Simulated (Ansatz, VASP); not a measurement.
# One calculation of AlNi, two programs

The input INCAR:

```
SYSTEM = AlNi
PREC = Accurate
ENCUT = 520
EDIFF = 1E-7
ISMEAR = -1
SIGMA = 0.08
LREAL = .False.
LASPH = .True.
NELM = 100
ALGO = Normal
ISIF = 2
LWAVE = .False.
LCHARG = .False.
GGA = PS
NBANDS = 14
```

Contents of KPOINTS:

```
Automatic mesh
0
Gamma
  14 14 14
  0 0 0
```

File POSCAR:

```
AlNi
1.0
    0.0000000000      2.1517374306      2.1517374306
    2.1517374306      0.0000000000      2.1517374306
    2.1517374306      2.1517374306      0.0000000000
Ni Al
1 1
Direct
    0.0000000000      0.0000000000      0.0000000000
    0.5000000000      0.5000000000      0.5000000000
```

Input for Ansatz:

```yaml
crystal:
  lattice:
    - [0.0, 2.1517374306, 2.1517374306]
    - [2.1517374306, 0.0, 2.1517374306]
    - [2.1517374306, 2.1517374306, 0.0]
  atoms:
    - { symbol: Ni, position: [0.0, 0.0, 0.0] }
    - { symbol: Al, position: [0.5, 0.5, 0.5] }
kpoints:
  mp_grid: { grid: [14, 14, 14] }
scf:
  occupations: { method: fermi_dirac, width: 0.08 }
hamiltonian:
  xc: pbesol
  pseudopotentials: { kind: all_electron, lapw: { basis_error: 0.001 } }
output:
  forces: true
  stress: true
  eigenvalues: true
  populations: true
```

Change from the starting cell: volume scaled by 0.72, LAPW.

Alike in both runs: task single point; functional PBEsol; k mesh 14 × 14 × 14; occupations fermi-dirac, width 0.08 eV; no spin polarisation.

|  | VASP | Ansatz |
| --- | --- | --- |
| version | VASP 6.6.1 | Ansatz 0.2.0 |
| potentials or method | VASP PAW PBE potentials, release 64 (Ni, Al) | all-electron LAPW, scalar-relativistic |
| plane-wave cutoff (eV) | 520 | see its input |

|  | VASP | Ansatz | Ansatz less VASP |
| --- | --- | --- | --- |
| pressure (GPa) | 79.5 | 78.8 | -0.62 |

Ansatz ran all-electron here, so the differences hold the error of VASP's frozen core and of both bases.

Caveats: the cell as given lies far from equilibrium; so large a pressure means that the cell lies far from this level's equilibrium, or that cutoff or potentials fall short (VASP); the potentials were made for another functional, which shifts forces and pressure (VASP). Spin polarisation is off, so any magnetic state and its effect on volume and gap are missing.
